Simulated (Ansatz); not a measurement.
FeCo: pressure against volume per atom

Periodic Kohn-Sham DFT of a crystal at fixed atoms; pressure and stress are positive in compression; the energy is the free energy less that of spherical unpolarised free atoms; site moments are those in the method's own spheres, positive along +z. The results are calculated, by Ansatz 0.2.0.

Cell of the first row (space group Pm-3m, No. 221):
```
FeCo
1.0
      2.8086     0.0000     0.0000
      0.0000     2.8086     0.0000
      0.0000     0.0000     2.8086
Fe Co
1 1
Direct
  0.50000 0.50000 0.50000
  0.00000 0.00000 0.00000
```

Settings of every row: method frozen-core PAW; functional PBE; relativity scalar; k mesh 13x13x13; filling fermi-dirac; smearing width 0.05 eV; wave cutoff 420 eV; paw set soft_2.

Atom:
| element | start moment (bohr magneton) |
| --- | --- |
| Fe | 3 |
| Co | 2 |

| row | volume per atom (Å³) | pressure (GPa) | cell moment (bohr magneton) |
| --- | --- | --- | --- |
| 1 | 11.077 | 8.097 | 4.467 |
| 2 | 11.369 | 2.537 | 4.511 |
| 3 | 11.66 | -2.333 | 4.548 |
| 4 | 11.952 | ? | ? |
| 5 | 12.243 | -10.254 | 4.609 |

Question: what pressure should row 4 give?

Worked fit of pressure. Take u = (V_r/V)^(2/3) − 1 with V_r = 11.514 Å³ an atom, which is twice the finite (Eulerian) strain; such expansions in the strain, on which the Birch-Murnaghan equation of state is built, carry the rest volume and the bulk modulus. The shown rows have u = 0.02613, 0.00848, -0.00837, -0.0401. Least squares give pressure = 0.0292 + 288.184 × u + 790.99 × u² GPa; a straight line predicts inner rows, each left out in turn, worse (root mean square 0.54 against 0.014 GPa). The rows lie off it by -0.003, 0.007, -0.006, 0.001 (root mean square 0.0049 GPa). The pressure vanishes at u = -0.0001, or V = 11.52 Å³ an atom, and there the bulk modulus at fixed shape and fractions is B = −V dP/dV = (2/3)(1 + u) dP/du = 192 GPa. The withheld row has u = -0.02458, so the fit gives 0.0292 + 288.184 × (-0.02458) + 790.99 × (-0.02458)² = -6.576 GPa.

The calculation gave -6.566 GPa. The fit lies 0.010 GPa (0.054 % of the column's range) below it; its largest miss of a shown row is 0.007 GPa.

The other values of row 4: cell moment 4.581 bohr magneton.
